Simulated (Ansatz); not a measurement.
Structures of CO2: which is lowest?

Plane-wave DFT in Ansatz with scalar-relativistic PAW potentials, cutoff 420 eV, Γ-centred meshes chosen by cell and gap, Gaussian smearing with energies taken to zero width. Every cell was relaxed (cell and atoms) in a run of its own, within the symmetry of its start. Functional: PBE+D3(BJ).

Relaxed structures (starts from databases or built by putting these elements on another compound's sites):
A. Pa-3, 12 atoms in the computed cell, a = 5.717 Å; sites (symmetry × multiplicity) C .-3. × 4, O .3. × 8; start: database
B. Pbcn, 12 atoms in the computed cell, a = 4.974 Å, b = 6.492 Å, c = 5.996 Å; sites (symmetry × multiplicity) C .2. × 4, O 1 × 8; start: database
C. P4_2/mnm, 6 atoms in the computed cell, a = 4.427 Å, c = 4.809 Å; sites (symmetry × multiplicity) C m.mm × 2, O m.2m × 4; start: database

Question: Rank them by energy. Could pressure change the order?

Answer:
| structure | group | E − E(lowest) (meV/atom) | V (Å³/atom) | gap on mesh (eV) |
| --- | --- | --- | --- | --- |
| A | Pa-3 | 0.0 | 15.57 | 6.74 |
| C | P4_2/mnm | 5.7 | 15.71 | 6.55 |
| B | Pbcn | 9.5 | 16.14 | 6.56 |

A is lowest, 6 meV/atom under C. The lowest is also the densest of these, so pressure wouldn't bring one of the others in at first order. Other structures may lie lower than all of these, and vibrations aren't counted.